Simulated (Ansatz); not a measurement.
Se: course of a relaxation

The calculation used DFT PBEsol, scalar-relativistic, plane waves, PAW (Ansatz). Settings: 420 eV cutoff, 12×12×8 k-mesh, Gaussian smearing of 0.02 eV, no spin polarisation.

What was changed: biaxial strain in the a-b plane, c and atoms relaxed: +2.0 %.

Command:

```bash
ansatz run input.yaml --threads 1 --pin off --max-ram 2560MiB --backend cpu --events-out ev --progress --plain --runs-dir out
```

Input:

```yaml
crystal:
  lattice:
    - [4.1192383361, 0.0, 0.0]
    - [-2.0596191681, 3.5673650433, 0.0]
    - [0.0, 0.0, 5.0600068443]
  atoms:
    - { symbol: Se, position: [0.248735719, 0.0, 0.1666666667] }
    - { symbol: Se, position: [0.0, 0.248735719, 0.8333333333] }
    - { symbol: Se, position: [0.751264281, 0.751264281, 0.5] }
basis:
  ecutwfc: 420
kpoints:
  mp_grid: { grid: [12, 12, 8] }
hamiltonian:
  xc: pbesol
scf:
  occupations: { method: gaussian, width: 0.02 }
output:
  forces: true
  stress: true
  eigenvalues: true
relax:
  adjacent_minimum: "off"
  f_tol: 0.008
  max_steps: 40
  cell: { stress_tol: 0.015, fix: [a, b, gamma] }
```

F is the free energy. Steps run on the plane waves of an earlier cell, but the last one, and at times one on the way, on a freshly chosen basis, so a repeated geometry can differ a little in energy. The held parts of the cell keep their stress, so P needn't end at zero.

Steps:

| step | F − F(1) (eV) | largest force component (eV/Å) | V (Å³/atom) | P (GPa) |
| --- | --- | --- | --- | --- |
| 1 | 0.0000 | 0.183 | 24.785 | -1.14 |
| 2 | -0.0048 | 0.042 | 24.829 | -0.55 |
| 3 | -0.0051 | 0.004 | 24.818 | -0.32 |
| 4 | -0.0051 | 0.000 | 24.828 | -0.36 |
| 5 | -0.0051 | 0.000 | 24.828 | -0.36 |

Relaxed structure:

```xyz
3
Lattice="4.1192 0.0000 0.0000 -2.0596 3.5674 0.0000 0.0000 0.0000 5.0688" Properties=species:S:1:pos:R:3 pbc="T T T"
Se    1.0054    0.0000    0.8448
Se   -0.5027    0.8707    4.2240
Se    1.5569    2.6967    2.5344
```

Symmetry: P3_221, No. 154, trigonal system. The conventional cell has a = 4.119 Å, b = 4.119 Å, c = 5.069 Å, α = 90.00°, β = 90.00°, γ = 120.00°. Se (site symmetry 2) is surrounded by 2 Se at 2.43 Å.

The run converged. Time: 3.2 min on 1 thread of Arm Neoverse N1, on a shared host, peak memory 0.47 GiB.